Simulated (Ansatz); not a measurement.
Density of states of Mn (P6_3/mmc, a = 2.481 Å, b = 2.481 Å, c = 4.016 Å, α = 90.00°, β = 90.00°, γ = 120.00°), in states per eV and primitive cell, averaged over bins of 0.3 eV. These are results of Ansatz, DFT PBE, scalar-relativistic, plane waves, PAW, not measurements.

Settings: cutoff 420 eV, Γ-centred mesh 21×21×10 on the computed 2-atom cell, Gaussian smearing of 0.10 eV; no spin polarisation.

The cell is relaxed at this level. The states (both spins) are summed by tetrahedra on a 32×32×15 mesh at the self-consistent density. Energies are bin centres; the table starts no lower than −8 eV and ends at 6 eV, or lower where the solved bands end.

It is a metal at this level.

```
E − E_F (eV) total Mn 3d Mn 4s
       -7.90   0.07   0.00   0.07
       -7.60   0.10   0.00   0.10
       -7.30   0.13   0.00   0.12
       -7.00   0.15   0.00   0.14
       -6.70   0.18   0.01   0.17
       -6.40   0.21   0.01   0.19
       -6.10   0.24   0.02   0.22
       -5.80   0.27   0.03   0.23
       -5.50   0.33   0.05   0.27
       -5.20   0.40   0.08   0.30
       -4.90   0.51   0.15   0.34
       -4.60   0.96   0.51   0.43
       -4.30   1.78   1.27   0.48
       -4.00   2.14   1.70   0.42
       -3.70   2.51   2.15   0.33
       -3.40   2.86   2.57   0.24
       -3.10   2.08   1.87   0.16
       -2.80   2.57   2.37   0.12
       -2.50   2.92   2.72   0.10
       -2.20   3.34   3.07   0.15
       -1.90   1.72   1.55   0.10
       -1.60   2.11   1.96   0.07
       -1.30   4.03   3.79   0.13
       -1.00   3.74   3.52   0.12
       -0.70   4.27   3.98   0.16
       -0.40   4.49   4.17   0.17
       -0.10   2.97   2.76   0.11
        0.20   2.50   2.32   0.08
        0.50   2.34   2.21   0.06
        0.80   2.27   2.19   0.04
        1.10   2.53   2.45   0.04
        1.40   3.74   3.64   0.06
        1.70   5.73   5.61   0.09
        2.00   3.97   3.83   0.12
        2.30   0.72   0.53   0.16
        2.60   0.68   0.44   0.18
        2.90   0.66   0.38   0.20
        3.20   0.63   0.32   0.22
        3.50   0.62   0.28   0.23
        3.80   0.56   0.23   0.22
        4.10   0.53   0.19   0.21
        4.40   0.50   0.16   0.20
        4.70   0.48   0.13   0.19
        5.00   0.46   0.12   0.17
        5.30   0.45   0.10   0.16
        5.60   0.45   0.09   0.16
```

The columns after the total are the Löwdin projections on the occupied valence shells of the potentials. The rest of the total lies in shells that are empty in the free atom, which aren't projected, and between the atoms.

A ferromagnetic start lost its moments in a first run, so spin was left out; other magnetic orders weren't tried.

This form isn't the element's structure at ambient conditions.

Cost: 1 run of about 0.48 core-minutes, on Arm Neoverse V2 (shared hosts).